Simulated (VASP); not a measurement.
# Nb in VASP: single point with PBE

Aim: the single point of Nb with PBE.

Everything below comes from runs of VASP 6.6.1. Logs are shortened: lines on timing, memory, paths and dates and some standing lists are left out, and cuts for length are marked.

**1. Starting point**

The cell holds a slab with vacuum, 4 atoms: a = 2.991 Å, b = 2.991 Å, c = 20.345 Å, α = 90.00°, β = 90.00°, γ = 90.00°.

The slab is cut from a database's or a generator's crystal, which needn't be the stable form of the element.

**2. Single point, PBE**

Contents of INCAR:

```
SYSTEM = Nb
  PREC = Accurate
  ENCUT = 520
  EDIFF = 1E-6
  ISMEAR = -1
  SIGMA = 0.1
  LREAL = .FALSE.
  LASPH = .TRUE.
  NELM = 100
  ALGO = Normal
  ISIF = 2
  LWAVE = .FALSE.
  LCHARG = .FALSE.
  LDIPOL = .TRUE.
  IDIPOL = 3
  DIPOL = 0.5 0.5 0.500
  GGA = PE
  NBANDS = 34
```

Contents of KPOINTS:

```
Automatic mesh
0
G
  6 6 1
  0 0 0
```

Contents of POSCAR:

```
Nb
1.0
    2.9910616844      0.0000000000      0.0000000000
    0.0000000000      2.9910616844      0.0000000000
    0.0000000000      0.0000000000     20.3450000000
Nb
4
Direct
    0.0000000000      0.0000000000      0.3440648808
    0.5000000000      0.5000000000      0.4480216269
    0.0000000000      0.0000000000      0.5519783731
    0.5000000000      0.5000000000      0.6559351192
```

Potentials or basis: VASP PAW PBE potentials, release 64 (Nb_sv).

Started as:

```bash
> cat potpaw_PBE.64/Nb_sv/POTCAR > POTCAR
> mpirun -np 1 vasp_std > vasp.out
```

OUTCAR:

```text
SYSTEM = Nb
   PREC = Accurate
   ENCUT = 520
   EDIFF = 1E-6
   ISMEAR = -1
   LREAL = .FALSE.
   LASPH = .TRUE.
   NELM = 100
   ISIF = 2
   GGA = PE

 ion  position               nearest neighbor table
   1  0.000  0.000  0.344-   2 2.99   2 2.99   2 2.99   2 2.99
   2  0.500  0.500  0.448-   1 2.99   1 2.99   1 2.99   1 2.99   3 2.99   3 2.99   3 2.99   3 2.99

   3  0.000  0.000  0.552-   4 2.99   4 2.99   4 2.99   4 2.99   2 2.99   2 2.99   2 2.99   2 2.99

   4  0.500  0.500  0.656-   3 2.99   3 2.99   3 2.99   3 2.99

  LATTYP: Found a simple tetragonal cell.
 ALAT       =     2.9910616844
 C/A-ratio  =     6.8019326068

  Lattice vectors:

 A1 = (   2.9910616844,   0.0000000000,   0.0000000000)
 A2 = (   0.0000000000,   2.9910616844,   0.0000000000)
 A3 = (   0.0000000000,   0.0000000000,  20.3450000000)

Analysis of symmetry for initial positions (statically):
=====================================================================
 Subroutine PRICEL returns:
 Original cell was already a primitive cell.

 Routine SETGRP: Setting up the symmetry group for a
 simple tetragonal supercell.

 Subroutine GETGRP returns: Found 16 space group operations
 (whereof  8 operations were pure point group operations)
 out of a pool of 16 trial point group operations.

The static configuration has the point symmetry C_4v.
 The point group associated with its full space group is D_4h.

Analysis of symmetry for dynamics (positions and initial velocities):
=====================================================================
 Subroutine PRICEL returns:
 Original cell was already a primitive cell.

 Routine SETGRP: Setting up the symmetry group for a
 simple tetragonal supercell.

 Subroutine GETGRP returns: Found 16 space group operations
 (whereof  8 operations were pure point group operations)
 out of a pool of 16 trial point group operations.

The dynamic configuration has the point symmetry C_4v.
 The point group associated with its full space group is D_4h.

 Subroutine INISYM returns: Found 16 space group operations
 (whereof  8 operations are pure point group operations),
 and found     1 'primitive' translations

----------------------------------------------------------------------------------------

                                     Primitive cell

  volume of cell :     182.0155

  direct lattice vectors                    reciprocal lattice vectors
     2.991061684  0.000000000  0.000000000     0.334329447  0.000000000  0.000000000
     0.000000000  2.991061684  0.000000000     0.000000000  0.334329447  0.000000000
     0.000000000  0.000000000 20.345000000     0.000000000  0.000000000  0.049152126

  length of vectors
     2.991061684  2.991061684 20.345000000     0.334329447  0.334329447  0.049152126

  position of ions in fractional coordinates (direct lattice)
     0.000000000  0.000000000  0.344064881
     0.500000000  0.500000000  0.448021627
     0.000000000  0.000000000  0.551978373
     0.500000000  0.500000000  0.655935119

  ion indices of the primitive-cell ions
   primitive index   ion index
                 1           1
                 2           2
                 3           3
                 4           4

----------------------------------------------------------------------------------------

 KPOINTS: Automatic mesh

Automatic generation of k-mesh.
 Grid dimensions read from file:
 generate k-points for:    6    6    1

 Generating k-lattice:

  Cartesian coordinates                     Fractional coordinates (reciprocal lattice)
     0.055721575  0.000000000  0.000000000     0.166666667  0.000000000  0.000000000
     0.000000000  0.055721575  0.000000000     0.000000000  0.166666667  0.000000000
     0.000000000  0.000000000  0.049152126     0.000000000  0.000000000  1.000000000

  Length of vectors
     0.055721575  0.055721575  0.049152126

  Shift w.r.t. Gamma in fractional coordinates (k-lattice)
     0.000000000  0.000000000  0.000000000

 Subroutine IBZKPT returns following result:
 ===========================================

 Found     10 irreducible k-points:

 Following reciprocal coordinates:
            Coordinates               Weight
  0.000000  0.000000  0.000000      1.000000
  0.166667  0.000000  0.000000      4.000000
  0.333333  0.000000  0.000000      4.000000
  0.500000  0.000000  0.000000      2.000000
  0.166667  0.166667  0.000000      4.000000
  0.333333  0.166667  0.000000      8.000000
  0.500000  0.166667  0.000000      4.000000
  0.333333  0.333333  0.000000      4.000000
  0.500000  0.333333  0.000000      4.000000
  0.500000  0.500000  0.000000      1.000000
   k-points           NKPTS =     10   k-points in BZ     NKDIM =     10   number of bands    NBANDS=     34
   number of dos      NEDOS =    301   number of ions     NIONS =      4
   total plane-waves  NPLWV =  92160
   dimension x,y,z NGX =    24 NGY =   24 NGZ =  160
   dimension x,y,z NGXF=    48 NGYF=   48 NGZF=  320
   ions per type =               4
   NGX,Y,Z   is equivalent  to a cutoff of  13.34, 13.34, 13.07 a.u.
   NGXF,Y,Z  is equivalent  to a cutoff of  26.68, 26.68, 26.15 a.u.
 SYSTEM =  Nb
   PREC   = accura    normal or accurate (medium, high low for compatibility)
   ISTART =      0    job   : 0-new  1-cont  2-samecut
   ICHARG =      2    charge: 1-file 2-atom 10-const
   ISPIN  =      1    spin polarized calculation?
   LNONCOLLINEAR =      F non collinear calculations
   LSORBIT =      F    spin-orbit coupling
   LASPH  =      T    aspherical Exc in radial PAW
   ENCUT  =  520.0 eV  38.22 Ry    6.18 a.u.   5.56  5.56 37.83*2*pi/ulx,y,z
   NELM   =    100;   NELMIN=  2; NELMDL= -5     # of ELM steps
   EDIFF  = 0.1E-05   stopping-criterion for ELM
   LREAL  =      F    real-space projection
   EDIFFG = 0.1E-04   stopping-criterion for IOM
   NSW    =      0    number of steps for IOM
   IBRION =     -1    ionic relax: 0-MD 1-quasi-New 2-CG
   NFREE  =      0    steps in history (QN), initial steepest desc. (CG)
   ISIF   =      2    stress and relaxation
   ISYM   =      2    0-nonsym 1-usesym 2-fastsym
   POTIM  = 0.5000    time-step for ionic-motion
   TEBEG  =    0.0;   TEEND  =   0.0 temperature during run
   PSTRESS=    0.0 pullay stress
   NELECT =      52.0000    total number of electrons
   NUPDOWN=      -1.0000    fix difference up-down
   EMIN   =  10.00;   EMAX   =-10.00  energy-range for DOS
   EFERMI =   0.00;   METHOD = LEGACY
   ISMEAR =    -1;   SIGMA  =   0.10  broadening in eV -4-tet -1-fermi 0-gaus
   EFERMI_NEDOS =   21; number of points for ismear=-14 and -15
   IALGO  =     38    algorithm
   IMIX   =      4    mixing-type and parameters
     AMIX     =   0.40;   BMIX     =  1.00
     AMIX_MAG =   1.60;   BMIX_MAG =  1.00
  volume/ion in A,a.u.               =      45.50       307.08
  Fermi-wavevector in a.u.,A,eV,Ry     =   1.078218  2.037536 15.817500  1.162553
  Thomas-Fermi vector in A             =   2.214150
   LORBIT       =      0    0 simple, 1 ext, 2 COOP (PROOUT), +10 PAW based schemes
   GGA     = PE    functional components
   LHFCALC =     F    Hartree Fock is set to
   AEXX    =    0.0000 exact exchange contribution
   IVDW    =     0    specifies the selected vdW correction
   LEPSILON=     F    determine dielectric tensor
   LRPA    =     F    only Hartree local field effects (RPA)
 non-spin polarized calculation
  energy-cutoff  :      520.00
  volume of cell :      182.02
 maximum number of plane-waves:      4947
 NGX is ok and might be reduce to    24
   NGX = 11   NGY = 11   NGZ = 75

 dipolmoment           0.000000      0.000000     -0.000000 electrons x Angstroem

 number of electron      52.0000006 magnetization

 dipolmoment           0.000000      0.000000      0.000000 electrons x Angstroem

 Free energy of the ion-electron system (eV)
  ---------------------------------------------------
  ext. energy  EPLUGINS =         0.00000000
  ---------------------------------------------------
  free energy    TOTEN  =       -37.29522037 eV

  energy without entropy =      -37.05090164  energy(sigma->0) =      -37.17306100

 E-fermi :   2.2163     XC(G=0):  -6.1999

 val. band max:        2.1800637862   @ k =   0.3333   0.0000   0.0000
 cond. band min:       2.2209537752   @ k =   0.1667   0.1667   0.0000
 fundamental gap:      0.0408899890
 Fermi energy:         2.2163402044

 k-point     1 :       0.0000    0.0000    0.0000
  band No.  band energies     occupation
      1     -52.8347      2.00000
      2     -52.8252      2.00000
      3     -52.6530      2.00000
      4     -52.5389      2.00000
      5     -29.1993      2.00000
      6     -29.0507      2.00000
[... 26 lines left out ...]
     33       4.6664      0.00000
     34       4.8632      0.00000

 k-point     2 :       0.1667    0.0000    0.0000
  band No.  band energies     occupation
      1     -52.8135      2.00000
      2     -52.8070      2.00000
      3     -52.6352      2.00000
      4     -52.5344      2.00000
      5     -29.1461      2.00000
      6     -29.0642      2.00000
[... 26 lines left out ...]
     33       4.0943      0.00000
     34       4.6010      0.00000

 k-point     3 :       0.3333    0.0000    0.0000
  band No.  band energies     occupation
      1     -52.7711      2.00000
      2     -52.7696      2.00000
      3     -52.5931      2.00000
      4     -52.5322      2.00000
      5     -29.1669      2.00000
      6     -29.1438      2.00000
[... 26 lines left out ...]
     33       4.0222      0.00000
     34       4.2453      0.00000
[... 186 lines left out ...]
 k-point     9 :       0.5000    0.3333    0.0000
  band No.  band energies     occupation
      1     -52.7053      2.00000
      2     -52.7053      2.00000
      3     -52.5058      2.00000
      4     -52.5058      2.00000
      5     -29.1340      2.00000
      6     -29.1340      2.00000
[... 26 lines left out ...]
     33       5.4327      0.00000
     34       5.4327      0.00000

 k-point    10 :       0.5000    0.5000    0.0000
  band No.  band energies     occupation
      1     -52.6903      2.00000
      2     -52.6903      2.00000
      3     -52.4904      2.00000
      4     -52.4904      2.00000
      5     -29.1947      2.00000
      6     -29.1947      2.00000
[... 26 lines left out ...]
     33       6.5518      0.00000
     34       6.5518      0.00000

------------------------ aborting loop because EDIFF is reached ----------------------------------------

 vacuum level on the upper side and lower side of the slab       (xc-potential included)        -0.279        -0.279

  FORCE on cell =-STRESS in cart. coord.  units (eV):
  Direction    XX          YY          ZZ          XY          YZ          ZX
  --------------------------------------------------------------------------------------
  -------------------------------------------------------------------------------------
  Total       -6.6086824     -6.6086824     -0.9317548      0.0000000      0.0000000      0.0000000
  in kB      -58.1724069    -58.1724069     -8.2016981      0.0000000      0.0000000      0.0000000
  external PRESSURE =     -41.5155039 kB  Pullay stress =       0.0000000 kB

 VOLUME and BASIS-vectors are now :
 -----------------------------------------------------------------------------
  energy-cutoff  :      520.00
  volume of cell :      182.02
      direct lattice vectors                 reciprocal lattice vectors
     2.991061684  0.000000000  0.000000000     0.334329447  0.000000000  0.000000000
     0.000000000  2.991061684  0.000000000     0.000000000  0.334329447  0.000000000
     0.000000000  0.000000000 20.345000000     0.000000000  0.000000000  0.049152126

 POSITION                                       TOTAL-FORCE (eV/Angst)
 -----------------------------------------------------------------------------------
      0.00000      0.00000      7.00000         0.000000     -0.000000      0.409986
      1.49553      1.49553      9.11500         0.000000      0.000000     -0.808615
      0.00000      0.00000     11.23000         0.000000     -0.000000      0.808615
      1.49553      1.49553     13.34500        -0.000000     -0.000000     -0.409986
 -----------------------------------------------------------------------------------
    total drift:                                0.000000     -0.000000      0.000000

  FREE ENERGIE OF THE ION-ELECTRON SYSTEM (eV)
  ---------------------------------------------------
  free  energy   TOTEN  =       -37.2952203684 eV

  energy  without entropy=      -37.0509016410  energy(sigma->0) =      -37.17306100

 vacuum level on the upper side and lower side of the slab         6.262         6.262
```

Run time: 46 s. Hardware: 1 thread of Intel Xeon 6975P-C (Granite Rapids), shared host; peak memory 0.29 GiB.

Results:

| Quantity | Value |
| --- | --- |
| Free energy | -37.2952 eV |
| Largest force | 0.809 eV/Å |
| Band gap on the k mesh | none (metal or under the smearing width) |

Forces in eV/Å, atoms in the order of the input:
```
Nb   0.000  0.000  0.410
Nb   0.000  0.000 -0.809
Nb   0.000  0.000  0.809
Nb   0.000  0.000 -0.410
```
